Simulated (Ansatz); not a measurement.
**Ti3PbO7 — 49Ti nuclear quadrupole resonance**

Cell: a computed structure from the Materials Project (it need not be an observed phase).

Space group P2_1/m (No. 11); a = 6.6095, b = 3.8152, c = 10.7613 Å, β = 98.14°.

| site | Wyckoff | site symmetry | x | y | z |
| --- | --- | --- | --- | --- | --- |
| Ti1 | 2e | m | 0.5510 | 0.7500 | 0.8986 |
| Ti3 | 2e | m | 0.6929 | 0.7500 | 0.5648 |
| Ti5 | 2e | m | 0.2532 | 0.7500 | 0.6554 |
| Pb | 2e | m | 0.0046 | 0.7500 | 0.1503 |
| O9 | 2e | m | 0.4746 | 0.7500 | 0.0736 |
| O11 | 2e | m | 0.7442 | 0.7500 | 0.3827 |
| O13 | 2e | m | 0.3562 | 0.7500 | 0.4790 |
| O15 | 2e | m | 0.8327 | 0.7500 | 0.9441 |
| O17 | 2e | m | 0.9553 | 0.7500 | 0.6291 |
| O19 | 2e | m | 0.5654 | 0.7500 | 0.7142 |
| O21 | 2e | m | 0.2498 | 0.7500 | 0.8246 |

One atom of each set is listed.

All values are calculated (Ansatz; DFT, r2SCAN, plane waves and PAW (field gradients read without the response of the frozen cores, which leaves them typically 4 to 6 % off), scalar-relativistic, 500 eV cutoff, Γ-centred 4×6×2 k-points, Fermi–Dirac smearing 0.02 eV), not measured.

49Ti: I = 7/2, Q = 247.0 mb (year-2017 value). Static lattice, zero field.

Question: At which frequencies do the 49Ti NQR lines lie?

Answer: For I = 7/2 and η = 0 the lines are |C_Q|/14 times 1, 2 and 3; η shifts the lowest up most. At large η the states mix, and weaker lines appear at sums of the main ones; lines under 5 % of the strongest are left out.

```csv
site,atoms,V_zz (10²¹ V/m²),C_Q (MHz),η,line frequencies (MHz)
Ti1,2,3.49,20.8,0.96,"2.78, 3.87, 4.02"
Ti3,2,-1.86,-11.1,0.65,"1.44, 1.56, 2.27, 3.00"
Ti5,2,2.71,16.2,0.53,"1.99, 2.12, 3.36, 4.11"
```

Question: And for 47Ti (I = 5/2, Q = 302.0 mb) on Ti1?

Answer: C_Q scales with Q to 25.5 MHz, with lines at 6.57, 6.78, 13.3 MHz.

Hardware: 1 thread of Intel Xeon 6975P-C (Granite Rapids) (x86_64; 16 cores open to the job, memory cap 3.0 GiB, no GPU), a shared host with a load of 0.1 a core. Wall time 62 s, CPU time 62 s, peak memory 1.4 GiB.
